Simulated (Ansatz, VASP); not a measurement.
GaP in VASP and in Ansatz

File INCAR:

```
PREC     = Accurate       # precision mode
ENCUT    = 600            # plane-wave cutoff, eV
EDIFF    = 1E-6           # SCF threshold, eV
ISMEAR   = 0              # smearing method
SIGMA    = 0.02           # smearing width, eV
LREAL    = False          # projectors in reciprocal space
LASPH    = True           # aspherical terms in the spheres
NELM     = 60             # most SCF steps
ALGO     = Fast           # electronic algorithm
ISIF     = 3              # what is computed and relaxed
LWAVE    = False          # write WAVECAR
LCHARG   = False          # write CHGCAR
GGA      = PE             # functional
IBRION   = 2              # ionic algorithm
NSW      = 100            # ionic steps
EDIFFG   = -0.005         # ionic threshold
```

File KPOINTS:

```
Automatic mesh
0
Gamma
  8 8 8
```

POSCAR

```
GaP
1.0
    0.0000000000      2.7252500000      2.7252500000
    2.7252500000      0.0000000000      2.7252500000
    2.7252500000      2.7252500000      0.0000000000
Ga P
1 1
Direct
    0.0000000000      0.0000000000      0.0000000000
    0.2500000000      0.2500000000      0.2500000000
```

Input for Ansatz:

```yaml
crystal:
  lattice:
    - [0.0, 2.72525, 2.72525]
    - [2.72525, 0.0, 2.72525]
    - [2.72525, 2.72525, 0.0]
  atoms:
    - { symbol: Ga, position: [0.0, 0.0, 0.0] }
    - { symbol: P, position: [0.25, 0.25, 0.25] }
basis:
  ecutwfc: 420
kpoints:
  mp_grid: { grid: [8, 8, 8] }
hamiltonian:
  xc: pbe
scf:
  occupations: { method: gaussian, width: 0.02 }
output:
  forces: true
  stress: true
  eigenvalues: true
  write_density: true
  write_potential: true
  elf: true
  volumetric_format: npy
relax:
  adjacent_minimum: "off"
  f_tol: 0.005
  max_steps: 80
  cell: { stress_tol: 0.05 }
```

Alike in both runs: task relaxation of cell and atoms; functional PBE; k mesh 8 × 8 × 8; occupations gaussian, width 0.02 eV; no spin polarisation.

```csv
,VASP,Ansatz
version,VASP 6.6.1,Ansatz 0.2.0
potentials or method,"VASP PAW PBE potentials, release 64 (Ga_d, P)","scalar-relativistic, plane waves, PAW"
plane-wave cutoff (eV),600,420
valence electrons in the cell,18,18
```

|  | VASP | Ansatz | Ansatz less VASP |
| --- | --- | --- | --- |
| gap on the k mesh at the Fermi level, each at its own relaxed structure (eV) | 1.58 | 1.58 | +0.005 |
| relaxed volume (Å³/atom) | 20.86 | 20.85 | -0.007 |
| relaxed cell length with the largest relative difference (Å) | 3.893 | 3.893 | -0.0004 |
| energy change over the relaxation (meV/atom) | -5 | -5 | -0.1 |

A k mesh can miss the band edges. PBE usually gives volumes a little too large and moduli too small. Zero-point motion and thermal expansion aren't in these numbers.
